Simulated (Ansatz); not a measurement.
# MoS2 (P6_3/mmc): one cell, many starting occupations, part 2 of 3

Aim: start the open shells of MoS2 (P6_3/mmc) from different occupation matrices at one fixed cell, and see in which states the SCF ends. Cell and atoms stay fixed.

Ansatz 0.2.0; DFT PBEsol without U, plane waves, PAW. Earlier steps stand in the parts before.

### Step 5. Random orbitals: fully mixed, first filling

File input.yaml:

```yaml
crystal:
  lattice:
    - [3.16100152, 0.0, 0.0]
    - [-1.58050076, 2.73750762, 0.0]
    - [0.0, 0.0, 12.2949997]
  atoms:
    - { symbol: Mo, position: [0.3333333333, 0.6666666667, 0.25], spin: 2.0 }
    - { symbol: Mo, position: [0.6666666667, 0.3333333333, 0.75], spin: 2.0 }
    - { symbol: S, position: [0.3333333333, 0.6666666667, 0.6275] }
    - { symbol: S, position: [0.6666666667, 0.3333333333, 0.1275] }
    - { symbol: S, position: [0.3333333333, 0.6666666667, 0.8725] }
    - { symbol: S, position: [0.6666666667, 0.3333333333, 0.3725] }
basis:
  ecutwfc: 420
  ecutrho_ratio: 4
kpoints:
  mp_grid: { grid: [7, 7, 2] }
hamiltonian:
  xc: pbesol
  hubbard:
    sites:
      - { site: 0, l: d, u_eff: 0.0, starting_ns: [{ spin: up, occupation_matrix: s0up }, { spin: down, occupation_matrix: s0down }] }
      - { site: 1, l: d, u_eff: 0.0, starting_ns: [{ spin: up, occupation_matrix: s1up }, { spin: down, occupation_matrix: s1down }] }
    occupation_matrices:
      s0up:
        matrix:
          - [0.03888, 0.1083, -0.04817, -0.05901, -0.00719]
          - [0.1083, 0.65621, -0.2788, -0.32298, 0.07656]
          - [-0.04817, -0.2788, 0.1433, 0.14792, -0.00151]
          - [-0.05901, -0.32298, 0.14792, 0.22019, 0.14293]
          - [-0.00719, 0.07656, -0.00151, 0.14293, 0.94141]
      s0down:
        matrix:
          - [0.02, 0.0, 0.0, 0.0, 0.0]
          - [0.0, 0.02, 0.0, 0.0, 0.0]
          - [0.0, 0.0, 0.02, 0.0, 0.0]
          - [0.0, 0.0, 0.0, 0.02, 0.0]
          - [0.0, 0.0, 0.0, 0.0, 0.02]
      s1up:
        matrix:
          - [0.21889, -0.21393, -0.04314, -0.30804, 0.08286]
          - [-0.21393, 0.70368, 0.01511, 0.13687, 0.34256]
          - [-0.04314, 0.01511, 0.03152, 0.08023, -0.04776]
          - [-0.30804, 0.13687, 0.08023, 0.58051, -0.31345]
          - [0.08286, 0.34256, -0.04776, -0.31345, 0.46541]
      s1down:
        matrix:
          - [0.02, 0.0, 0.0, 0.0, 0.0]
          - [0.0, 0.02, 0.0, 0.0, 0.0]
          - [0.0, 0.0, 0.02, 0.0, 0.0]
          - [0.0, 0.0, 0.0, 0.02, 0.0]
          - [0.0, 0.0, 0.0, 0.0, 0.02]
    ns_hold: { iters: 5 }
scf:
  occupations: { method: gaussian, width: 0.05 }
  lower_state_search: "off"
  max_iter: 150
output:
  forces: true
  stress: true
  eigenvalues: true
  populations: true
  hubbard: { sites: [{ site: 0, l: d }, { site: 1, l: d }] }
  write_density: true
  write_potential: true
  elf: true
  volumetric_format: npy
magnetization:
  spin_polarized: true
```

The typed matrices are held for 5 cycles.

Run with:

```
$ ansatz run input.yaml --threads 4 --pin off --max-ram 6144MiB --backend cpu --events-out ev --progress --plain --runs-dir out
```

The program printed:

```text
Warning: crystal.symmetry: narrowed to the stabiliser of the occupation matrices — unitary ops 24 → 1; lowered by the specified shells (site 0, l: d), (site 1, l: d); largest admitted image defect 4.4e-16, smallest excluded 4.7e-1 — at a splitting's scale: the group the occupation matrices' own texture admits
Warning: RAYON_NUM_THREADS=4 ignored (pool sized by the plan → 4); use --threads N
Mo: projections on atomic orbitals take those of the free atom [Ar 3d10] 4s2 4p6 4d5 5s1, of charge +0.00 (hamiltonian.pseudopotentials.projection_atoms); the dataset's partial waves leave at most 6.0e-6 of an orbital's norm unspanned inside its sphere
S: projections on atomic orbitals take those of the free atom [Ne] 3s2 3p4, of charge +0.00 (hamiltonian.pseudopotentials.projection_atoms); the dataset's partial waves leave at most 1.6e-7 of an orbital's norm unspanned inside its sphere
Engine: ansatz 0.2.0, aarch64-unknown-linux-gnu
Pseudopotentials: kind: paw
Pseudopotential: Mo, paw, valence charge 14, recommended cutoff 420 eV (normal), Mo.paw.azcp
Pseudopotential: S, paw, valence charge 6, recommended cutoff 420 eV (normal), S.paw.azcp
Functional definition: PBEsol
  exchange = pbesol_x
  correlation = pbesol_c
Crystal: 6 atoms, lattice volume = 106.392 Å³
Basis set: ecut = 420 eV, 2057 PW (Γ), exchange–correlation on 48×48×180 points (8 copies of the dense FFT grid, shifted against one another)
Bands: 34, of which v1, the nominal top of the filled ones, is band 26 counted from 1 (25 counted from 0)
Symmetry: 1 space group operations
k-points: 50 of 98 (time reversal used)
Non-local potential: Mo, projectors of the file, l = 0: 3, l = 1: 2, l = 2: 2, l = 3: 1
Non-local potential: S, projectors of the file, l = 0: 2, l = 1: 2, l = 2: 2
PAW form: soft (Blöchl's): semilocal exchange-correlation on the pseudo side does not see the compensation charge
PAW frozen core: Mo, regenerated for the run's functional, and the local potential with it (the file was generated under x = pbe(κ = 0.804, μ = 0.2195149727645171), c = pbe(β = 0.06672455060314922))
PAW frozen core: S, regenerated for the run's functional, and the local potential with it (the file was generated under x = pbe(κ = 0.804, μ = 0.2195149727645171), c = pbe(β = 0.06672455060314922))
PAW one-centre angular grid: Mo, 590 points (default); XC on 64 Gauss nodes
PAW one-centre angular grid: S, 110 points (default); XC on 64 Gauss nodes
Initial density: superposition of atomic densities (chi_scale 0.1, normalization cell)
Starting moments: Σ|m| = 4 μB on 2 of 6 sites
Initial wavefunctions: pseudopotential atomic-orbital guess
Functional: x = pbesol(κ = 0.804, μ = 0.12345679012345678), c = pbesol(β = 0.046)
SCF iter   1: F=—  HF=-13309.008808 eV  |F-HF|=—  |Δ(HF+E_count)|=         —  Δρ=9.63e-2 (↑9.63e-2 ↓6.64e-2)  dr2=4.91e1  dr2_m=1.21e0  M=4.000 μB ∫|m|=4.036 μB  β_m=0.30  ethr=3.10e-3  ⟨swp⟩=7.8  Hψ=16649  notcnv=0
preconditioner: auto → Resta (q_TF=auto, 2.421 Å⁻¹)  ε∞=3.8  [insulator: Δε(μ)=2.987 eV  Ē_g=12.803 eV  σ=0.050 eV  W_gap=1.00  n_scr=26 (ndim 8)  ℏωp=21.6 eV  f_vac=0.004  D(μ)=0.00/eV (n_scr^D=0)  ε∞_Penn≈3.8]
spin=Collinear: Resta preconditioning applied to the charge; magnetization (m = ρ↑ − ρ↓) channel mixes plain (no charge-response kernel on spin).
SCF iter   2: F=—  HF=-13298.262326 eV  |F-HF|=—  |Δ(HF+E_count)|=    1.07e1  Δρ=6.11e-2 (↑6.11e-2 ↓4.56e-2)  dr2=1.69e1  dr2_m=5.67e-1  M=4.000 μB ∫|m|=4.058 μB  β_m=0.30  ethr=3.10e-3  ⟨swp⟩=5.3  Hψ=9223  notcnv=0  defer=334
SCF iter   3: F=—  HF=-13293.694692 eV  |F-HF|=—  |Δ(HF+E_count)|=    4.57e0  Δρ=2.69e-2 (↑2.25e-2 ↓2.69e-2)  dr2=2.74e0  dr2_m=2.12e-1  M=3.967 μB ∫|m|=4.166 μB  β_m=1.00  ethr=3.10e-3  ⟨swp⟩=8.5  Hψ=13670  notcnv=0  defer=354
SCF iter   4: F=—  HF=-13294.919158 eV  |F-HF|=—  |Δ(HF+E_count)|=    1.22e0  Δρ=2.89e-2 (↑2.89e-2 ↓2.18e-2)  dr2=6.11e0  dr2_m=2.66e-2  M=4.000 μB ∫|m|=4.117 μB  β_m=0.30  ethr=3.10e-3  ⟨swp⟩=6.7  Hψ=10478  notcnv=0  defer=314
SCF iter   5: F=—  HF=-13293.386950 eV  |F-HF|=—  |Δ(HF+E_count)|=    1.53e0  Δρ=4.56e-3 (↑4.56e-3 ↓4.28e-3)  dr2=1.36e-1  dr2_m=2.99e-3  M=4.000 μB ∫|m|=4.181 μB  β_m=1.00  ethr=3.10e-3  ⟨swp⟩=6.0  Hψ=8675  notcnv=0  defer=322
SCF iter   6: F=—  HF=-13293.383378 eV  |F-HF|=—  |Δ(HF+E_count)|=   3.57e-3  Δρ=2.36e-3 (↑2.09e-3 ↓2.36e-3)  dr2=4.79e-2  dr2_m=7.20e-5  M=4.000 μB ∫|m|=4.195 μB  β_m=1.00  ethr=2.61e-4  ⟨swp⟩=4.6  Hψ=5223  notcnv=0  defer=341
Mixer restart at iter 6: flushing history
SCF iter   7: F=—  HF=-13355.822954 eV  |F-HF|=—  |Δ(HF+E_count)|=         —  Δρ=1.40e-1 (↑9.86e-2 ↓1.40e-1)  dr2=1.36e2  dr2_m=1.75e0  M=0.408 μB ∫|m|=1.527 μB  β_m=0.30  ethr=9.22e-5  ⟨swp⟩=10.3  Hψ=19498  notcnv=0  defer=322
SCF iter   8: F=—  HF=-13340.165916 eV  |F-HF|=—  |Δ(HF+E_count)|=    1.57e1  Δρ=5.82e-2 (↑5.82e-2 ↓2.88e-2)  dr2=2.25e0  dr2_m=1.27e0  M=0.000 μB ∫|m|=0.911 μB  β_m=0.30  ethr=9.22e-5  ⟨swp⟩=8.2  Hψ=15907  notcnv=0  defer=247
SCF iter   9: F=—  HF=-13340.099087 eV  |F-HF|=—  |Δ(HF+E_count)|=   6.68e-2  Δρ=3.86e-2 (↑3.86e-2 ↓2.39e-2)  dr2=8.29e-1  dr2_m=6.75e-1  M=0.000 μB ∫|m|=0.746 μB  β_m=0.30  ethr=9.22e-5  ⟨swp⟩=4.6  Hψ=8886  notcnv=0  defer=210
[... 3 lines left out ...]
spin-set hold released at iteration 11 (site moments contracting): the magnetisation degrees of freedom join the quasi-Newton model from the next iteration; the mixer history was flushed
[... 2 lines left out ...]
SCF iter  14: F=—  HF=-13340.247599 eV  |F-HF|=—  |Δ(HF+E_count)|=   2.48e-3  Δρ=7.43e-4 (↑6.85e-4 ↓7.43e-4)  dr2=7.28e-5  dr2_m=4.83e-4  M=0.000 μB ∫|m|=0.039 μB  β_m=0.77  ethr=8.87e-6  ⟨swp⟩=2.4  Hψ=6256  notcnv=0  defer=205
SCF iter  15: F=—  HF=-13340.248236 eV  |F-HF|=—  |Δ(HF+E_count)|=   6.37e-4  Δρ=1.73e-4 (↑1.71e-4 ↓1.73e-4)  dr2=6.50e-6  dr2_m=2.79e-5  M=0.000 μB ∫|m|=0.010 μB  β_m=0.88  ethr=1.40e-7  ⟨swp⟩=3.0  Hψ=6620  notcnv=0  defer=205
SCF iter  16: F=—  HF=-13340.248281 eV  |F-HF|=—  |Δ(HF+E_count)|=   4.56e-5  Δρ=2.75e-5 (↑2.75e-5 ↓2.50e-5)  dr2=7.99e-6  dr2_m=3.13e-7  M=0.000 μB ∫|m|=0.001 μB  β_m=0.87  ethr=1.25e-8  ⟨swp⟩=3.1  Hψ=6869  notcnv=0  defer=205
SCF iter  17: F=—  HF=-13340.248282 eV  |F-HF|=—  |Δ(HF+E_count)|=   4.20e-7  Δρ=1.78e-5 (↑1.55e-5 ↓1.78e-5)  dr2=4.61e-6  dr2_m=8.67e-8  M=0.000 μB ∫|m|=0.000 μB  β_m=0.81  ethr=1.25e-8  ⟨swp⟩=2.1  Hψ=4489  notcnv=0  defer=205
SCF iter  18: F=—  HF=-13340.248282 eV  |F-HF|=—  |Δ(HF+E_count)|=   2.22e-8  Δρ=7.91e-6 (↑7.84e-6 ↓7.91e-6)  dr2=8.15e-7  dr2_m=1.39e-8  M=0.000 μB ∫|m|=0.000 μB  β_m=0.84  ethr=8.87e-9  ⟨swp⟩=1.2  Hψ=3249  notcnv=0  defer=205
iter 19 did not close the SCF: its close was put off for a magnetic moment that had not settled (scf_convergence_deferred on its scf_iter line)
SCF iter  19: F=-13340.248282 eV  HF=-13340.248282 eV  |F-HF|=7.19e-8  |Δ(HF+E_count)|=   1.94e-8  Δρ=2.38e-6 (↑2.38e-6 ↓2.31e-6)  dr2=9.19e-8  dr2_m=6.98e-10  M=0.000 μB ∫|m|=0.000 μB  β_m=0.71  ethr=1.92e-10  ⟨swp⟩=16.9  Hψ=29673  notcnv=0
iter 20 did not close the SCF: its close was put off for a magnetic moment that had not settled (scf_convergence_deferred on its scf_iter line)
SCF iter  20: F=-13340.248282 eV  HF=-13340.248282 eV  |F-HF|=1.24e-9  |Δ(HF+E_count)|=   1.38e-9  Δρ=5.77e-7 (↑5.77e-7 ↓5.60e-7)  dr2=2.23e-9  dr2_m=6.42e-11  M=0.000 μB ∫|m|=0.000 μB  β_m=0.80  ethr=1.77e-10  ⟨swp⟩=6.8  Hψ=19810  notcnv=0
SCF iter  21: F=-13340.248282 eV  HF=-13340.248282 eV  |F-HF|=3.64e-11  |Δ(HF+E_count)|=   2.13e-9  Δρ=2.73e-7 (↑2.59e-7 ↓2.73e-7)  dr2=5.29e-10  dr2_m=1.74e-11  M=0.000 μB ∫|m|=0.000 μB  ethr=4.28e-12  ⟨swp⟩=5.0  Hψ=17999  notcnv=0
WARN: the starting moments were not kept: the SCF closed with an absolute magnetisation of 5.2e-6 μB, where they sum to 4 μB in size (2 sites). That is at most 0.1 of that sum. Measured as dr2_m measures the in/out step, that magnetisation stands 1.6e-12 eV from none, at or under the dr2_threshold of 1.0e-7 eV: it is no larger than a step whose dr2_m would equal this threshold. The system may hold no moment; this SCF shows only that its start led to no more than that. To try another start: raise the starting moments (crystal.atoms[].spin, magnetization.per_species, magnetization.initial_magnetization, or on a non-collinear deck that types none of these the spinor_matrix: blocks that start its atoms; where the total moment is fixed, keep their sum and leave initial_magnetization as it is; typed ones take the place of any that the run laid by itself, positive ones on a crystal's lanthanoids without a Hubbard term where scf.initial_density.shell_occupations: [] is typed) or, if the notice of its spin-set hold's release reads "site moments contracting" or "site moments show no strong build", lengthen the hold (scf.mixing.spin_hold: { on: { confirm: 4 } }; for m-r²SCAN on two components see the key's manual first). Each may lead to a state that holds a moment. A second SCF, from the converged charge density, with the starting moments and any scf.initial_density.shell_occupations laid on it anew, would have followed, and was not run: the deck does not ask for one (magnetization.retry_lost_moments is false, the default). To let it run, set magnetization.retry_lost_moments: true and run the deck again, where that key's refused combinations let it; where memory then withholds it, that run's warning says so.
WARN: hamiltonian.hubbard: on 4 of 4 specified blocks the occupation matrix of this SCF's result fails the test of the specified filling. At site 0 ↑ (sites count from 0 in the list of atoms of the cell that this SCF solves) the least filled combination of the orbitals specified full has occupation 0.493, and the fullest combination of the orbitals specified empty has occupation 0.581; the filling counts as kept where the first is at least 0.75 and exceeds the second by more than 0.25. The same holds at site 0 ↓, site 1 ↑, site 1 ↓. The state of this SCF's result may not hold the specified filling, though these bounds can also misjudge a state that does. This warning does not say which state is lower in energy, or whether the specified filling is a self-consistent state at all; see hamiltonian.hubbard.sites[].starting_ns, Limitations, and scf.initial_density.shell_occupations in the input reference
SCF 1 converged in 21 iterations: F = -13340.248282 eV  dr2 = 5.29e-10
SCF converged after 21 iterations
Magnetization: 0.0000 μB (26.0000 up, 26.0000 down)
Absolute magnetization: 0.0000 μB (∫|ρ↑−ρ↓|, with the PAW one-centre terms)
Spin contamination: 0.0000 ħ² per cell (⟨S²⟩ above its minimum at these occupations)
Per-site moments (μB) at R_I (Å): [(-5.182772621979478e-7, 0.9760741621119455), (-4.81047509327731e-7, 0.9760741621119459), (3.8773696912929955e-7, 0.9760741621119459), (4.946007192936264e-7, 0.9760741621119455), (4.80181813565812e-7, 0.9760741621119459), (4.2781189312842793e-7, 0.9760741621119455)]
Free energy (F): -13340.248282 eV
Harris-Foulkes:  -13340.248282 eV  (|F-HF|=3.64e-11)
Internal energy: -13340.248282 eV  (E = F + TS)
E sigma→0 (E₀):  -13340.248282 eV
Fermi energy:    11.570406 eV
--- Per-component energies (eV) ---
  E_band       = -315.365263
  E_kinetic    = 1317.736469
  E_local      = -4082.020833  (includes V_loc(G=0)·N_el)
  E_nonlocal   = 403.290566
  E_hartree    = 1583.510512
  E_xc         = -753.108319
  E_vxc        = -811.455487  (∫ρ·V_xc dr)
  E_paw        = -8624.211833  (= ΣΔE_a)
  E_vpaw       = -309.937119  (= ΣTr[D̂ρ^β])
  E_aug_tail   = 0.000056  (compensation charges beyond the density's cutoff)
  E_ewald      = -3186.111296
  E_core_change = 0.666396  (= ΣΔE_core)
  E_smearing   = -0.000000  (= −TS)
  E_closure    = -0.000000  (closes the sum)
  Σ components = -13340.248282   (vs F -13340.248282, Δ=0.00e0)
--- Specified on-site occupations, and those of the state reported ---
  electrons in the specified blocks: 4.2000 specified, 10.4520 found
  site 0 (l=d) ↓: largest change of an orbital's occupation 0.5631; electrons 0.1000 specified, 2.6130 found; spectral distance 1.1271
  site 1 (l=d) ↓: largest change of an orbital's occupation 0.5631; electrons 0.1000 specified, 2.6130 found; spectral distance 1.1271
  site 0 (l=d) ↑: largest change of an orbital's occupation 0.5616; electrons 2.0000 specified, 2.6130 found; spectral distance 1.0143
  site 1 (l=d) ↑: largest change of an orbital's occupation 0.5508; electrons 2.0000 specified, 2.6130 found; spectral distance 1.0143
--- Forces (eV/Å), atoms counted from 1 ---
  atom   1  Mo    -0.00000001     0.00000004     0.00001019
  atom   2  Mo     0.00000001    -0.00000008     0.00000679
  atom   3  S     -0.00000001     0.00000005    -0.93588438
  atom   4  S     -0.00000001    -0.00000003    -0.93588465
  atom   5  S     -0.00000001     0.00000004     0.93588105
  atom   6  S      0.00000003    -0.00000000     0.93587871
  max |Σ_I F_I| component: 7.70e-6 eV/Å
--- Stress (GPa, compression-positive) ---
        1.429004      -0.000000       0.000000
       -0.000000       1.429004       0.000000
        0.000000       0.000000       8.742394
  P = ⅓ Tr σ = 3.8668 GPa (38.668 kbar)
--- Band table (eV; the first three rows and the last of 100) ---
  k-point 0 ↑: bands = ["-50.4865", "-50.4865", "-24.6934", "-24.6933", "-24.4676", "-24.4676", "-24.4676", "-24.4676", "-4.2349", "-4.0257", "-2.7728", "-2.3949", "3.8678", "4.7877", "7.2672", "7.2672", "7.2765", "7.2765", "7.5919", "8.4803", "8.4803", "8.5160", "8.5160", "9.7783", "9.9181", "11.0904", "13.0612", "13.0612", "13.0762", "13.0762", "13.4100", "13.4100", "13.5594", "13.5594"]
  k-point 1 ↑: bands = ["-50.4865", "-50.4865", "-24.6934", "-24.6934", "-24.4676", "-24.4676", "-24.4676", "-24.4676", "-4.1412", "-4.1412", "-2.5756", "-2.5756", "4.2696", "4.2696", "7.2718", "7.2718", "7.2718", "7.2718", "8.4504", "8.4504", "8.4981", "8.4981", "8.4981", "8.4981", "10.7995", "10.7995", "13.0655", "13.0655", "13.0655", "13.0655", "13.4874", "13.4874", "13.4874", "13.4874"]
  k-point 2 ↑: bands = ["-50.4785", "-50.4784", "-24.6771", "-24.6770", "-24.5491", "-24.5491", "-24.4860", "-24.4860", "-3.9220", "-3.7168", "-2.6465", "-2.3039", "4.1906", "5.0834", "6.6882", "6.7256", "6.8953", "7.5894", "7.6105", "7.6350", "8.0359", "8.0805", "8.8407", "9.8701", "9.9198", "10.4543", "12.7360", "12.8179", "13.0151", "13.0467", "13.2134", "13.2349", "13.5445", "13.6347"]
  k-point 49 ↓: bands = ["-50.4490", "-50.4490", "-24.8044", "-24.8044", "-24.6170", "-24.6170", "-24.5868", "-24.5868", "-2.4933", "-2.4933", "-1.9925", "-1.9925", "4.6692", "4.6692", "5.4859", "5.4859", "6.2261", "6.2261", "6.9353", "6.9353", "7.9565", "7.9565", "8.8416", "8.8416", "9.4147", "9.4147", "12.4552", "12.4552", "12.8431", "12.8431", "13.6666", "13.6666", "14.9145", "14.9145"]
Occupation matrices written to <dir>
--- Löwdin populations: 6 sites ---
  site symbol       q [e]    m [muB]
     0     Mo     13.7279    -0.0000
     1     Mo     13.7279    -0.0000
     2      S      6.0301     0.0000
     3      S      6.0301     0.0000
     4      S      6.0301     0.0000
     5      S      6.0301     0.0000
  spilling = 0.008148 (of n_electrons = 52.000000)
--- Occupation matrices: 2 shells (run DFT+U table (all-electron-ortho-atomic); ε = 2.00e-2, provisional) ---
  Mo0 d_4D: site group D3h (-6m2)
  Mo0 d_4D up     Tr n = 2.6130  λ = 0.481 0.481 0.534 0.534 0.583  [2× xz 0.50 E''(1.00) | 2× x2-y2 0.50 E'(1.00) | z2 1.00 A1'(1.00)]
  Mo0 d_4D dn     Tr n = 2.6130  λ = 0.481 0.481 0.534 0.534 0.583  [2× xz 0.50 E''(1.00) | 2× x2-y2 0.50 E'(1.00) | z2 1.00 A1'(1.00)]
  specified occupation → Mo0 d_4D up: matrix, ‖Δ‖_F = 1.0959, Tr Δ = -0.6130, displaced = 1.2205, d_λ = 1.0143; orbital distance = 1.5098
  specified occupation → Mo0 d_4D dn: matrix, ‖Δ‖_F = 1.1271, Tr Δ = -2.5130, displaced = 1.2565, d_λ = 1.1271; orbital distance = 0.0000
  Mo1 d_4D: site group D3h (-6m2)
  Mo1 d_4D up     Tr n = 2.6130  λ = 0.481 0.481 0.534 0.534 0.583  [2× xz 0.50 E''(1.00) | 2× x2-y2 0.50 E'(1.00) | z2 1.00 A1'(1.00)]
  Mo1 d_4D dn     Tr n = 2.6130  λ = 0.481 0.481 0.534 0.534 0.583  [2× xz 0.50 E''(1.00) | 2× x2-y2 0.50 E'(1.00) | z2 1.00 A1'(1.00)]
  specified occupation → Mo1 d_4D up: matrix, ‖Δ‖_F = 1.0846, Tr Δ = -0.6130, displaced = 1.2083, d_λ = 1.0143; orbital distance = 1.4221
  specified occupation → Mo1 d_4D dn: matrix, ‖Δ‖_F = 1.1271, Tr Δ = -2.5130, displaced = 1.2565, d_λ = 1.1271; orbital distance = 0.0000
  Tr n, λ and their labels are of the run-group-symmetrised matrices; stabiliser: 48 of 48 elements of G0×{1,Θ} (closed), max defect 2.4e-6 at τ = 4.2e-3
```

Wall time 34 s (4 threads of Arm Neoverse V1, shared host); peak memory 0.63 GiB.

It ends with a gap on the mesh of 0.96 eV, pressure 3.9 GPa, no moment over 0.05 μB in any sphere, largest force component 0.94 eV/Å, 1 symmetry operation imposed. The program reports that the typed filling wasn't kept.

How the shells are filled (orbitals counted by the eigenvalues of the occupation matrices):

| shell | channel | electrons | over 0.8 | 0.2 to 0.8 | under 0.2 |
| --- | --- | --- | --- | --- | --- |
| Mo 4d (atom 1) | up | 2.61 | 0 | 5 | 0 |
| Mo 4d (atom 1) | down | 2.61 | 0 | 5 | 0 |

Density in a lattice plane of the grid's cell (edges 3.16 and 12.29 Å, at 0.333 of the third edge), which holds Mo and S.

Values in e/Å³, 12 rows by 6 columns:
```
0.24 0.36 0.25 0.11 0.07 0.11
0.44 0.51 0.45 0.46 0.63 0.45
0.50 0.25 0.57 4.57 6.50 4.51
0.44 0.51 0.45 0.46 0.63 0.45
0.24 0.36 0.25 0.11 0.07 0.11
0.04 0.03 0.04 0.06 0.07 0.06
0.24 0.09 0.25 0.90 1.20 0.89
0.44 0.24 0.46 1.07 1.02 1.05
0.50 0.97 0.57 0.30 0.28 0.29
0.44 0.24 0.46 1.07 1.02 1.05
0.24 0.09 0.25 0.90 1.20 0.89
0.04 0.03 0.04 0.06 0.07 0.06
```
Columns run along the first of these edges and rows up along the second, over one cell in 6 and 12 even steps from the bottom left corner. Atoms in the plane (fractional): Mo at (0.67, 0.75), S at (0.67, 0.13), S at (0.67, 0.37).

ELF in the same plane.

Ten even steps from ' ' (0.02) to '@' (0.94):
```
==**==      
##%%**::..::
####**--..::
::++::==##==
::::::##--##
::++::==##==
####**--..::
##%%**::..::
==**==      
        ::  
==  ==@@@@@@
##..**%%++%%
##..**##..##
::..::******
::==::..::..
::..::******
##..**##..##
##..**%%++%%
==  ==@@@@@@
        ::  
```
Columns run along the first of these edges and rows up along the second, over one cell in 6 and 20 even steps from the bottom left corner. Atoms in the plane (fractional): Mo at (0.67, 0.75), S at (0.67, 0.13), S at (0.67, 0.37).

Both are smooth fields of the valence electrons: close to the nuclei they are not physical.

The highest ELF values outside the cores: 0.95 beside S, off the lines to its neighbours, 1.0 Å from S; 0.86 on the S–Mo line, 0.8 Å from S.

(Continued in part 3 of 3.)
